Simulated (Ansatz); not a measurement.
MgO built on the rocksalt prototype, relaxed with r2SCAN in Ansatz 0.2.0. It is cubic, Fm-3m (No. 225); conventional cell a = 4.204 Å, 9.29 Å³ an atom. Mg is surrounded by 6 O at 2.10 Å; O is surrounded by 6 Mg at 2.10 Å.

The axes x, y and z are those of this cell:
```yaml
crystal:
  lattice:
    - [0.00000, 2.10217, 2.10217]
    - [2.10217, 0.00000, 2.10217]
    - [2.10217, 2.10217, 0.00000]
  atoms:
    - { symbol: Mg, position: [0.00000, 0.00000, 0.00000] }
    - { symbol: O, position: [0.50000, 0.50000, 0.50000] }
```

Unstrained: PBE gives a direct gap of 4.797 eV at Γ. With r2SCAN the gap is 5.685 eV and direct, at Γ. HSE06 gives a direct gap of 6.541 eV at Γ. Meshes: PBE 10×10×10, r2SCAN 10×10×10, HSE06 8×8×8. Strains are changes of length per length. After each strain the atoms were relaxed again with r2SCAN within the symmetry that the strain leaves, so tilts or polar shifts that break it weren't tested; points keep the names that they have in the unstrained zone. Calculated for a static, non-magnetic cell.

Problem. Estimate what uniaxial -4.0 % along z, other directions held does to the gap.

Solution. PBE: the gap goes from 4.797 to 5.163 eV (+0.366 eV); with r2SCAN the top three valence levels at Γ, degenerate before, become 2+1 from the top over 89 meV. r2SCAN: the gap goes from 5.685 to 6.067 eV (+0.382 eV). HSE06: the gap goes from 6.541 to 6.935 eV (+0.394 eV). The r2SCAN energy rises by 17.1 meV an atom.

Problem. Apply uniaxial +4.0 % along z, other directions held. How far does the gap move, against the unstrained cell?

Solution. PBE: the gap goes from 4.797 to 4.364 eV (-0.433 eV); with r2SCAN the top three valence levels at Γ, degenerate before, become 1+2 from the top over 80 meV. r2SCAN: the gap goes from 5.685 to 5.233 eV (-0.452 eV). HSE06: the gap goes from 6.541 to 6.052 eV (-0.489 eV). The r2SCAN energy rises by 12.2 meV an atom.

Problem. Apply uniaxial +3.0 % along z, other directions held. How far does the gap move, against the unstrained cell?

Solution. PBE: the gap goes from 4.797 to 4.468 eV (-0.329 eV); with r2SCAN the top three valence levels at Γ, degenerate before, become 1+2 from the top over 61 meV. r2SCAN: the gap goes from 5.685 to 5.343 eV (-0.342 eV). HSE06: the gap goes from 6.541 to 6.170 eV (-0.371 eV). The r2SCAN energy rises by 7.2 meV an atom.

Problem. Estimate what uniaxial +1.0 % along z, other directions held does to the gap.

Solution. PBE: the gap goes from 4.797 to 4.685 eV (-0.112 eV); with r2SCAN the top three valence levels at Γ, degenerate before, become 1+2 from the top over 21 meV. r2SCAN: the gap goes from 5.685 to 5.569 eV (-0.116 eV). HSE06: the gap goes from 6.541 to 6.415 eV (-0.126 eV). The r2SCAN energy rises by 0.9 meV an atom.

Problem. Apply uniaxial -3.0 % along z, other directions held. How far does the gap move, against the unstrained cell?

Solution. PBE: the gap goes from 4.797 to 5.071 eV (+0.274 eV); with r2SCAN the top three valence levels at Γ, degenerate before, become 2+1 from the top over 67 meV. r2SCAN: the gap goes from 5.685 to 5.971 eV (+0.286 eV). HSE06: the gap goes from 6.541 to 6.836 eV (+0.295 eV). The r2SCAN energy rises by 9.2 meV an atom.

Problem. Apply uniaxial -1.0 % along z, other directions held. How far does the gap move, against the unstrained cell?

Solution. PBE: the gap goes from 4.797 to 4.888 eV (+0.091 eV); with r2SCAN the top three valence levels at Γ, degenerate before, become 2+1 from the top over 22 meV. r2SCAN: the gap goes from 5.685 to 5.780 eV (+0.095 eV). HSE06: the gap goes from 6.541 to 6.639 eV (+0.098 eV). The r2SCAN energy rises by 1.0 meV an atom.

Problem. Estimate what uniaxial -2.0 % along z, other directions held does to the gap.

Solution. PBE: the gap goes from 4.797 to 4.979 eV (+0.182 eV); with r2SCAN the top three valence levels at Γ, degenerate before, become 2+1 from the top over 44 meV. r2SCAN: the gap goes from 5.685 to 5.875 eV (+0.190 eV). HSE06: the gap goes from 6.541 to 6.738 eV (+0.197 eV). The r2SCAN energy rises by 3.9 meV an atom.

Problem. Apply uniaxial +2.0 % along z, other directions held. How far does the gap move, against the unstrained cell?

Solution. PBE: the gap goes from 4.797 to 4.576 eV (-0.221 eV); with r2SCAN the top three valence levels at Γ, degenerate before, become 1+2 from the top over 42 meV. r2SCAN: the gap goes from 5.685 to 5.455 eV (-0.230 eV). HSE06: the gap goes from 6.541 to 6.292 eV (-0.249 eV). The r2SCAN energy rises by 3.3 meV an atom.

The meshes of the hybrids are coarse, so their gaps aren't converged to the digits shown.

The splittings at Γ are without spin-orbit coupling, which regroups them where it is of like size or larger.
